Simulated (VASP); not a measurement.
# TaN (P-6m2) in VASP: a series of runs

One crystal, TaN, is run at these levels: PBE; tasks: single point, relaxation of cell and atoms.

Everything below comes from runs of VASP 6.6.1. Logs are shortened: lines on timing, memory, paths and dates and some standing lists are left out, and cuts for length are marked.

**1. The crystal as given**

Symmetry: P-6m2, No. 187, hexagonal system. The conventional cell has a = 2.950 Å, b = 2.950 Å, c = 2.898 Å, α = 90.00°, β = 90.00°, γ = 120.00°. Ta (site symmetry -6m2) is surrounded by 6 N at 2.24 Å. N (site symmetry -6m2) has 6 Ta at 2.24 Å as nearest neighbours.

**2. Single point, PBE**

Input file INCAR:

```
PREC     = Accurate       # precision mode
ENCUT    = 520            # plane-wave cutoff, eV
EDIFF    = 1E-6           # SCF threshold, eV
ISMEAR   = 0              # smearing method
SIGMA    = 0.1            # smearing width, eV
LREAL    = False          # projectors in reciprocal space
LASPH    = True           # aspherical terms in the spheres
NELM     = 100            # most SCF steps
ALGO     = Normal         # electronic algorithm
ISIF     = 2              # what is computed and relaxed
LWAVE    = False          # write WAVECAR
LCHARG   = False          # write CHGCAR
GGA      = PE             # functional
NBANDS   = 15             # bands
```

Input file KPOINTS:

```
regular mesh
0
Gamma
  18 18 14
```

Input file POSCAR:

```
TaN
1.0
    2.9501846715      0.0000000000      0.0000000000
   -1.4750923357      2.5549348714      0.0000000000
    0.0000000000      0.0000000000      2.8977715838
Ta N
1 1
Direct
    0.3333333333      0.6666666667      0.5000000000
    0.0000000000      0.0000000000      0.0000000000
```

Potentials or basis: VASP PAW PBE potentials, release 64 (Ta_pv, N).

On the command line:

```console
$ cat potpaw_PBE.64/Ta_pv/POTCAR potpaw_PBE.64/N/POTCAR > POTCAR
$ mpirun -np 1 vasp_std > vasp.out
```

OUTCAR:

```text
PREC = Accurate
   ENCUT = 520
   EDIFF = 1E-6
   ISMEAR = 0
   LREAL = False
   LASPH = True
   NELM = 100
   ISIF = 2
   GGA = PE

 ion  position               nearest neighbor table
   1  0.333  0.667  0.500-   2 2.24   2 2.24   2 2.24   2 2.24   2 2.24   2 2.24
   2  0.000  0.000  0.000-   1 2.24   1 2.24   1 2.24   1 2.24   1 2.24   1 2.24

  LATTYP: Found a hexagonal cell.
 ALAT       =     2.9501846715
 C/A-ratio  =     0.9822339638

  Lattice vectors:

 A1 = (   2.9501846715,   0.0000000000,   0.0000000000)
 A2 = (  -1.4750923357,   2.5549348714,   0.0000000000)
 A3 = (   0.0000000000,   0.0000000000,   2.8977715838)

Analysis of symmetry for initial positions (statically):
=====================================================================
 Subroutine PRICEL returns:
 Original cell was already a primitive cell.

 Routine SETGRP: Setting up the symmetry group for a
 hexagonal supercell.

 Subroutine GETGRP returns: Found 12 space group operations
 (whereof 12 operations were pure point group operations)
 out of a pool of 24 trial point group operations.

The static configuration has the point symmetry D_3h.

Analysis of symmetry for dynamics (positions and initial velocities):
=====================================================================
 Subroutine PRICEL returns:
 Original cell was already a primitive cell.

 Routine SETGRP: Setting up the symmetry group for a
 hexagonal supercell.

 Subroutine GETGRP returns: Found 12 space group operations
 (whereof 12 operations were pure point group operations)
 out of a pool of 24 trial point group operations.

The dynamic configuration has the point symmetry D_3h.

 Subroutine INISYM returns: Found 12 space group operations
 (whereof 12 operations are pure point group operations),
 and found     1 'primitive' translations

----------------------------------------------------------------------------------------

                                     Primitive cell

  volume of cell :      21.8420

  direct lattice vectors                    reciprocal lattice vectors
     2.950184672  0.000000000  0.000000000     0.338961832  0.195699705  0.000000000
    -1.475092336  2.554934871  0.000000000     0.000000000  0.391399410  0.000000000
     0.000000000  0.000000000  2.897771584     0.000000000  0.000000000  0.345092762

  length of vectors
     2.950184672  2.950184671  2.897771584     0.391399410  0.391399410  0.345092762

  position of ions in fractional coordinates (direct lattice)
     0.333333333  0.666666667  0.500000000
     0.000000000  0.000000000  0.000000000

  ion indices of the primitive-cell ions
   primitive index   ion index
                 1           1
                 2           2

----------------------------------------------------------------------------------------

 KPOINTS: regular mesh

Automatic generation of k-mesh.
 Grid dimensions read from file:
 generate k-points for:   18   18   14

 Generating k-lattice:

  Cartesian coordinates                     Fractional coordinates (reciprocal lattice)
     0.018831213  0.010872206  0.000000000     0.055555556  0.000000000  0.000000000
     0.000000000  0.021744412  0.000000000     0.000000000  0.055555556  0.000000000
     0.000000000  0.000000000  0.024649483     0.000000000  0.000000000  0.071428571

  Length of vectors
     0.021744412  0.021744412  0.024649483

  Shift w.r.t. Gamma in fractional coordinates (k-lattice)
     0.000000000  0.000000000  0.000000000

 Subroutine IBZKPT returns following result:
 ===========================================

 Found    296 irreducible k-points:

 Following reciprocal coordinates:
            Coordinates               Weight
  0.000000  0.000000  0.000000      1.000000
  0.055556 -0.000000  0.000000      6.000000
  0.111111 -0.000000  0.000000      6.000000
  0.166667 -0.000000  0.000000      6.000000
  0.222222 -0.000000  0.000000      6.000000
  0.277778  0.000000  0.000000      6.000000
[... 16 lines left out ...]
  0.333333  0.111111  0.000000     12.000000
  0.388889  0.111111  0.000000     12.000000
 [... further k-points ...]
   k-points           NKPTS =    296   k-points in BZ     NKDIM =    296   number of bands    NBANDS=     15
   number of dos      NEDOS =    301   number of ions     NIONS =      2
   total plane-waves  NPLWV =  13824
   dimension x,y,z NGX =    24 NGY =   24 NGZ =   24
   dimension x,y,z NGXF=    48 NGYF=   48 NGZF=   48
   ions per type =               1   1
   NGX,Y,Z   is equivalent  to a cutoff of  13.52, 13.52, 13.77 a.u.
   NGXF,Y,Z  is equivalent  to a cutoff of  27.05, 27.05, 27.54 a.u.
 SYSTEM =  unknown system
   PREC   = accura    normal or accurate (medium, high low for compatibility)
   ISTART =      0    job   : 0-new  1-cont  2-samecut
   ICHARG =      2    charge: 1-file 2-atom 10-const
   ISPIN  =      1    spin polarized calculation?
   LNONCOLLINEAR =      F non collinear calculations
   LSORBIT =      F    spin-orbit coupling
   LASPH  =      T    aspherical Exc in radial PAW
   ENCUT  =  520.0 eV  38.22 Ry    6.18 a.u.   5.49  5.49  5.39*2*pi/ulx,y,z
   NELM   =    100;   NELMIN=  2; NELMDL= -5     # of ELM steps
   EDIFF  = 0.1E-05   stopping-criterion for ELM
   LREAL  =      F    real-space projection
   EDIFFG = 0.1E-04   stopping-criterion for IOM
   NSW    =      0    number of steps for IOM
   IBRION =     -1    ionic relax: 0-MD 1-quasi-New 2-CG
   NFREE  =      0    steps in history (QN), initial steepest desc. (CG)
   ISIF   =      2    stress and relaxation
   ISYM   =      2    0-nonsym 1-usesym 2-fastsym
   POTIM  = 0.5000    time-step for ionic-motion
   TEBEG  =    0.0;   TEEND  =   0.0 temperature during run
   PSTRESS=    0.0 pullay stress
   NELECT =      16.0000    total number of electrons
   NUPDOWN=      -1.0000    fix difference up-down
   EMIN   =  10.00;   EMAX   =-10.00  energy-range for DOS
   EFERMI =   0.00;   METHOD = LEGACY
   ISMEAR =     0;   SIGMA  =   0.10  broadening in eV -4-tet -1-fermi 0-gaus
   EFERMI_NEDOS =   21; number of points for ismear=-14 and -15
   IALGO  =     38    algorithm
   IMIX   =      4    mixing-type and parameters
     AMIX     =   0.40;   BMIX     =  1.00
     AMIX_MAG =   1.60;   BMIX_MAG =  1.00
  volume/ion in A,a.u.               =      10.92        73.70
  Fermi-wavevector in a.u.,A,eV,Ry     =   1.475765  2.788791 29.631873  2.177881
  Thomas-Fermi vector in A             =   2.590374
   LORBIT       =      0    0 simple, 1 ext, 2 COOP (PROOUT), +10 PAW based schemes
   GGA     = PE    functional components
   LHFCALC =     F    Hartree Fock is set to
   AEXX    =    0.0000 exact exchange contribution
   IVDW    =     0    specifies the selected vdW correction
   LEPSILON=     F    determine dielectric tensor
   LRPA    =     F    only Hartree local field effects (RPA)
 non-spin polarized calculation
 Gauss-broadening in eV      SIGMA  =   0.10
  energy-cutoff  :      520.00
  volume of cell :       21.84
 maximum number of plane-waves:       611
 NGX is ok and might be reduce to    24
   NGX = 11   NGY = 11   NGZ = 11

 number of electron      16.0000001 magnetization

 Free energy of the ion-electron system (eV)
  ---------------------------------------------------
  ext. energy  EPLUGINS =         0.00000000
  ---------------------------------------------------
  free energy    TOTEN  =       -22.44609908 eV

  energy without entropy =      -22.44584471  energy(sigma->0) =      -22.44597189

 E-fermi :   8.1078     XC(G=0): -13.2725

 val. band max:        8.0706964772   @ k =   0.0000   0.0000   0.4286
 cond. band min:       8.1376233511   @ k =   0.0556  -0.0000   0.5000
 fundamental gap:      0.0669268738
 Fermi energy:         8.1078040883

 k-point     1 :       0.0000    0.0000    0.0000
  band No.  band energies     occupation
      1     -26.7756      2.00000
      2     -26.5154      2.00000
      3     -26.5154      2.00000
      4      -9.5635      2.00000
      5       3.6167      2.00000
      6       3.6167      2.00000
      7       3.9645      2.00000
      8       5.1980      2.00000
      9      10.2331      0.00000
     10      11.6318      0.00000
     11      11.6318      0.00000
     12      12.0399      0.00000
     13      12.0399      0.00000
     14      21.1253      0.00000
     15      21.4683      0.00000

 k-point     2 :       0.0556   -0.0000    0.0000
  band No.  band energies     occupation
      1     -26.7716      2.00000
      2     -26.5476      2.00000
      3     -26.5223      2.00000
      4      -9.5007      2.00000
      5       3.4110      2.00000
      6       3.6646      2.00000
      7       4.0608      2.00000
      8       5.1061      2.00000
      9      10.4716      0.00000
     10      11.4961      0.00000
     11      11.6413      0.00000
     12      12.0072      0.00000
     13      12.1266      0.00000
     14      21.1202      0.00000
     15      21.4651      0.00000

 k-point     3 :       0.1111   -0.0000    0.0000
  band No.  band energies     occupation
      1     -26.7599      2.00000
      2     -26.6393      2.00000
      3     -26.5420      2.00000
      4      -9.3190      2.00000
      5       2.9190      2.00000
      6       3.8008      2.00000
      7       4.2933      2.00000
      8       4.8558      2.00000
      9      10.9661      0.00000
     10      11.2713      0.00000
     11      11.6788      0.00000
     12      11.9147      0.00000
     13      12.3534      0.00000
     14      21.1012      0.00000
     15      21.4575      0.00000
[... 343 lines left out ...]
 k-point    23 :       0.3333    0.1111    0.0000
  band No.  band energies     occupation
      1     -27.3705      2.00000
      2     -26.7810      2.00000
      3     -26.6509      2.00000
      4      -7.5185      2.00000
      5       0.3049      2.00000
      6       3.1762      2.00000
      7       4.0245      2.00000
      8       5.8088      2.00000
      9      10.4499      0.00000
     10      10.5267      0.00000
     11      12.8593      0.00000
     12      13.9816      0.00000
     13      15.6644      0.00000
     14      21.0060      0.00000
     15      21.4534      0.00000

 k-point    24 :       0.3889    0.1111    0.0000
  band No.  band energies     occupation
      1     -27.4395      2.00000
      2     -26.8057      2.00000
      3     -26.6397      2.00000
      4      -7.3142      2.00000
      5       0.1140      2.00000
      6       3.0425      2.00000
      7       3.9031      2.00000
      8       5.8594      2.00000
      9      10.3927      0.00000
     10      11.1202      0.00000
     11      12.5858      0.00000
     12      14.0610      0.00000
     13      16.5474      0.00000
     14      20.0523      0.00000
     15      21.4356      0.00000

 [... further k-points ...]
[... 5 lines left out ...]
  --------------------------------------------------------------------------------------
  -------------------------------------------------------------------------------------
  Total        0.0819344      0.0819344      0.1043261      0.0000000     -0.0000000      0.0000000
  in kB        6.0101271      6.0101271      7.6526211      0.0000000     -0.0000000      0.0000000
  external PRESSURE =       6.5576251 kB  Pullay stress =       0.0000000 kB

 VOLUME and BASIS-vectors are now :
 -----------------------------------------------------------------------------
  energy-cutoff  :      520.00
  volume of cell :       21.84
      direct lattice vectors                 reciprocal lattice vectors
     2.950184672  0.000000000  0.000000000     0.338961832  0.195699705  0.000000000
    -1.475092336  2.554934871  0.000000000     0.000000000  0.391399410  0.000000000
     0.000000000  0.000000000  2.897771584     0.000000000  0.000000000  0.345092762

 POSITION                                       TOTAL-FORCE (eV/Angst)
 -----------------------------------------------------------------------------------
     -0.00000      1.70329      1.44889        -0.000000      0.000000      0.000000
      0.00000      0.00000      0.00000         0.000000      0.000000      0.000000
 -----------------------------------------------------------------------------------
    total drift:                                0.000000     -0.000000     -0.000000

  FREE ENERGIE OF THE ION-ELECTRON SYSTEM (eV)
  ---------------------------------------------------
  free  energy   TOTEN  =       -22.4460990767 eV

  energy  without entropy=      -22.4458447129  energy(sigma->0) =      -22.44597189
```

It took 64 s on 1 thread of Intel Xeon Platinum 8488C (Sapphire Rapids), shared host; peak memory 0.21 GiB.

Results:

| Property | Result |
| --- | --- |
| Free energy | -22.4461 eV |
| Pressure | 0.7 GPa |
| Band gap on the k mesh | none (metal or under the smearing width) |

The run has no spin-orbit coupling, so splittings on Ta are missing.

(Continued in part 2 of 2.)
